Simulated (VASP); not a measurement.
# Pt (Fm-3m) in VASP: notebook

The runs below take Pt through relaxation of cell and atoms, vibrations by finite differences, with PBE.

Everything below comes from runs of VASP 6.6.1. Logs are shortened: lines on timing, memory, paths and dates and some standing lists are left out, and cuts for length are marked.

## 1. Starting point

It takes space group Fm-3m (No. 225, cubic). The conventional cell has a = 3.922 Å, b = 3.922 Å, c = 3.922 Å, α = 90.00°, β = 90.00°, γ = 90.00°. Pt (site symmetry m-3m) is surrounded by 12 Pt at 2.77 Å.

## 2. Relaxation of cell and atoms, PBE

INCAR reads:

```
  PREC = Accurate
  ENCUT = 520
  EDIFF = 1E-7
  ISMEAR = 0
  SIGMA = 1.0
  LREAL = False
  LASPH = True
  NELM = 60
  ALGO = Fast
  ISIF = 3
  LWAVE = False
  LCHARG = False
  GGA = PE
  IBRION = 2
  NSW = 80
  EDIFFG = -0.002
```

KPOINTS reads:

```
Automatic mesh
0
Gamma
  18 18 18
```

POSCAR reads:

```
Pt
1.0
    0.0000000000      1.9609000000      1.9609000000
    1.9609000000      0.0000000000      1.9609000000
    1.9609000000      1.9609000000      0.0000000000
Pt
1
Direct
    0.0000000000      0.0000000000      0.0000000000
```

Potentials or basis: VASP PAW PBE potentials, release 64 (Pt).

Run with:

```
$ cat potpaw_PBE.64/Pt/POTCAR > POTCAR
$ mpirun -np 1 vasp_std > vasp.out
```

OUTCAR:

```text
PREC = Accurate
   ENCUT = 520
   EDIFF = 1E-7
   ISMEAR = 0
   LREAL = False
   LASPH = True
   NELM = 60
   ISIF = 3
   GGA = PE
   IBRION = 2
   NSW = 80
   EDIFFG = -0.002

 ion  position               nearest neighbor table
   1  0.000  0.000  0.000-

  LATTYP: Found a face centered cubic cell.
 ALAT       =     3.9218000000

  Lattice vectors:

 A1 = (   0.0000000000,   1.9609000000,   1.9609000000)
 A2 = (   1.9609000000,   0.0000000000,   1.9609000000)
 A3 = (   1.9609000000,   1.9609000000,   0.0000000000)

Analysis of symmetry for initial positions (statically):
=====================================================================
 Subroutine PRICEL returns:
 Original cell was already a primitive cell.

 Routine SETGRP: Setting up the symmetry group for a
 face centered cubic supercell.

 Subroutine GETGRP returns: Found 48 space group operations
 (whereof 48 operations were pure point group operations)
 out of a pool of 48 trial point group operations.

The static configuration has the point symmetry O_h .

Analysis of symmetry for dynamics (positions and initial velocities):
=====================================================================
 Subroutine PRICEL returns:
 Original cell was already a primitive cell.

 Routine SETGRP: Setting up the symmetry group for a
 face centered cubic supercell.

 Subroutine GETGRP returns: Found 48 space group operations
 (whereof 48 operations were pure point group operations)
 out of a pool of 48 trial point group operations.

The dynamic configuration has the point symmetry O_h .

 Subroutine INISYM returns: Found 48 space group operations
 (whereof 48 operations are pure point group operations),
 and found     1 'primitive' translations

----------------------------------------------------------------------------------------

                                     Primitive cell

  volume of cell :      15.0798

  direct lattice vectors                    reciprocal lattice vectors
     0.000000000  1.960900000  1.960900000    -0.254984956  0.254984956  0.254984956
     1.960900000  0.000000000  1.960900000     0.254984956 -0.254984956  0.254984956
     1.960900000  1.960900000  0.000000000     0.254984956  0.254984956 -0.254984956

  length of vectors
     2.773131374  2.773131374  2.773131374     0.441646899  0.441646899  0.441646899

  position of ions in fractional coordinates (direct lattice)
     0.000000000  0.000000000  0.000000000

  ion indices of the primitive-cell ions
   primitive index   ion index
                 1           1

[... 96 lines left out ...]
   GGA     = PE    functional components
   LHFCALC =     F    Hartree Fock is set to
   AEXX    =    0.0000 exact exchange contribution
   IVDW    =     0    specifies the selected vdW correction
   LEPSILON=     F    determine dielectric tensor
   LRPA    =     F    only Hartree local field effects (RPA)
 conjugate gradient relaxation of ions
 non-spin polarized calculation
 RMM-DIIS sequential band-by-band and
 Gauss-broadening in eV      SIGMA  =   1.00
  energy-cutoff  :      520.00
  volume of cell :       15.08
 maximum number of plane-waves:       419
 NGX is ok and might be reduce to    24
   NGX = 11   NGY = 11   NGZ = 11

--------------------------------------- Ionic step        1  -------------------------------------------

 number of electron      10.0000000 magnetization

 Free energy of the ion-electron system (eV)
  ---------------------------------------------------
  ext. energy  EPLUGINS =         0.00000000
  ---------------------------------------------------
  free energy    TOTEN  =        -6.39919122 eV

  energy without entropy =       -5.88444148  energy(sigma->0) =       -6.14181635

------------------------ aborting loop because EDIFF is reached ----------------------------------------

  FORCE on cell =-STRESS in cart. coord.  units (eV):
  Direction    XX          YY          ZZ          XY          YZ          ZX
  --------------------------------------------------------------------------------------
  -------------------------------------------------------------------------------------
  Total        1.2109376      1.2109376      1.2109376      0.0000000      0.0000000      0.0000000
  in kB      128.6577710    128.6577710    128.6577710      0.0000000      0.0000000      0.0000000
  external PRESSURE =     128.6577710 kB  Pullay stress =       0.0000000 kB
[... 22 lines left out ...]
--------------------------------------- Ionic step        2  -------------------------------------------

 number of electron      10.0000001 magnetization

 E-fermi :   8.4813     XC(G=0): -12.4883

 val. band max:        8.4809098587   @ k =   0.5000   0.0000   0.0000
 cond. band min:       8.4890247201   @ k =   0.5000   0.3889   0.0000
 fundamental gap:      0.0081148614
 Fermi energy:         8.4813076329

 k-point     1 :       0.0000    0.0000    0.0000
  band No.  band energies     occupation
      1      -0.1570      2.00000
      2       5.4170      1.99999
      3       5.4170      1.99999
      4       5.4170      1.99999
      5       7.0283      1.96011
      6       7.0283      1.96011
      7      23.2379      0.00000
      8      27.2450      0.00000
      9      27.2450      0.00000
[... 339 lines left out ...]
  FREE ENERGIE OF THE ION-ELECTRON SYSTEM (eV)
  ---------------------------------------------------
  free  energy   TOTEN  =        -6.4274396620 eV

  energy  without entropy=       -5.8891497854  energy(sigma->0) =       -6.15829472

[... ionic steps 4 to 13 ...]

--------------------------------------- Ionic step       14  -------------------------------------------

 number of electron      10.0000001 magnetization

------------------------ aborting loop because EDIFF is reached ----------------------------------------
[... 65 lines left out ...]
--------------------------------------- Ionic step       16  -------------------------------------------

 number of electron      10.0000001 magnetization

 Free energy of the ion-electron system (eV)
  ---------------------------------------------------
  ext. energy  EPLUGINS =         0.00000000
  ---------------------------------------------------
  free energy    TOTEN  =        -6.42750256 eV

  energy without entropy =       -5.89029931  energy(sigma->0) =       -6.15890094

 E-fermi :  10.5307     XC(G=0): -13.2041

 val. band max:       10.5198459653   @ k =   0.3889   0.2778   0.1111
 cond. band min:      10.5348350403   @ k =   0.5000   0.2778   0.0000
 fundamental gap:      0.0149890749
 Fermi energy:        10.5307317304

 k-point     1 :       0.0000    0.0000    0.0000
  band No.  band energies     occupation
      1       0.6782      2.00000
      2       6.8660      2.00000
      3       6.8660      2.00000
      4       6.8660      2.00000
      5       8.8475      1.98271
      6       8.8475      1.98271
      7      25.1313      0.00000
      8      29.8148      0.00000
      9      29.8148      0.00000
[... 304 lines left out ...]
  FREE ENERGIE OF THE ION-ELECTRON SYSTEM (eV)
  ---------------------------------------------------
  free  energy   TOTEN  =        -6.4275025631 eV

  energy  without entropy=       -5.8902993147  energy(sigma->0) =       -6.15890094

 reached required accuracy - stopping structural energy minimisation
```

CONTCAR:

```text
Pt
   1.00000000000000
    -0.0000000000000000    1.9926764783439928    1.9926764783439928
     1.9926764783439928    0.0000000000000000    1.9926764783439928
     1.9926764783439928    1.9926764783439928    0.0000000000000001
  Pt
     1
Direct
     0.0000000000000000    0.0000000000000000    0.0000000000000000

  0.00000000E+00  0.00000000E+00  0.00000000E+00
```

It took 2.1 min on 1 thread of Intel Xeon Platinum 8375C at 2.90GHz (Ice Lake), shared host; peak memory 0.17 GiB.

Results:

- Free energy: -6.4275 eV
- Relaxed volume: 15.82 Å³/atom
- Relaxed cell: a = 2.818 Å, b = 2.818 Å, c = 2.818 Å, α = 60.00°, β = 60.00°, γ = 60.00°
- Space group after relaxing (to 0.05 Å): Fm-3m (No. 225)
- Energy gained by relaxing: 28.3 meV/atom
- Ionic steps: 16
- Pressure after relaxing: 0.0 GPa
- Band gap on the k mesh: none (metal or under the smearing width)

The path:
```
step  energy change (eV)  largest force (eV/Å)  pressure (GPa)  volume (Å³)
   1              0.0000                0.0000           12.87        15.08
   2              0.1197                0.0000          -20.10        17.88
   3             -0.0282                0.0000           -0.52        15.86
   4             -0.0283                0.0000           -0.06        15.83
   5             -0.0283                0.0000            0.17        15.81
   6             -0.0283                0.0000            0.17        15.81
   7             -0.0283                0.0000            0.14        15.82
   8             -0.0283                0.0000            0.14        15.82
   9             -0.0283                0.0000            0.14        15.82
  10             -0.0283                0.0000            0.14        15.82
  11             -0.0283                0.0000            0.14        15.82
  12             -0.0283                0.0000            0.14        15.82
  13             -0.0283                0.0000            0.12        15.82
  14             -0.0283                0.0000            0.10        15.82
  15             -0.0283                0.0000            0.08        15.82
  16             -0.0283                0.0000            0.00        15.82
```

Final structure:
```
CELL_PARAMETERS angstrom
0.00000 1.99268 1.99268
1.99268 0.00000 1.99268
1.99268 1.99268 0.00000
ATOMIC_POSITIONS crystal
Pt 0.00000 0.00000 0.00000
```

[end of part 1 of 2]
